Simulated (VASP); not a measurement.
**Al2O3 (Corundum) under changes of volume**

One of the cells (8.468 Å³/atom); the others are scaled copies at fixed shape and fractional positions:

```
Al O
1.0
     2.37710    1.37242    4.32630
    -2.37710    1.37242    4.32630
     0.00000   -2.74484    4.32630
Al O
4 6
Direct
  0.85184 0.85184 0.85184
  0.64816 0.64816 0.64816
  0.14816 0.14816 0.14816
  0.35184 0.35184 0.35184
  0.05626 0.75000 0.44374
  0.75000 0.44374 0.05626
  0.44374 0.05626 0.75000
  0.94374 0.25000 0.55626
  0.25000 0.55626 0.94374
  0.55626 0.94374 0.25000
```

| Quantity | Value |
| --- | --- |
| Program | VASP 6.6.1 |
| Functional | r2SCAN |
| Potentials or basis | VASP PAW PBE potentials, release 64 (Al, O) |
| Cutoff | 520 eV |
| k mesh | 6 × 6 × 6 |
| Occupations | gaussian, width 0.02 eV |
| Spin | no spin polarisation |

```csv
volume (Å³/atom),energy over the lowest point (meV/atom),pressure (GPa),gap on the mesh (eV),largest force (eV/Å)
8.130,?,?,?,?
8.299,3.47,5.8,7.46,0.031
8.468,0.00,0.3,7.20,0.006
8.638,2.06,-4.6,6.94,0.019
8.807,9.17,-9.2,6.69,0.041
```

Question: What does the run at 8.130 Å³/atom give?

Answer: Energy over the lowest point 13.10 meV/atom; pressure 11.9 GPa; gap on the mesh 7.74 eV; largest force 0.059 eV/Å.

Worked out: A Birch-Murnaghan fit of order 2 (a polynomial in V^(-2/3)) to the other rows has its minimum at 8.49 Å³/atom with B0 = V·E''(V) = 260 GPa at fixed shape and positions, which overstates the stiffness. It gives 13.08 meV/atom at 8.130 Å³/atom, against the run's 13.10, and -dE/dV = 12.2 GPa, against 11.9. A straight line through the other rows of the gap, of slope -13 eV per unit of ln V (its deformation potential), extrapolates to 7.73 eV, against the run's 7.74.

Energies are extrapolated to zero smearing.

Caveats: the PAW data sets were made with another functional, which shifts forces and pressure a little.

A mesh can miss the band edges.
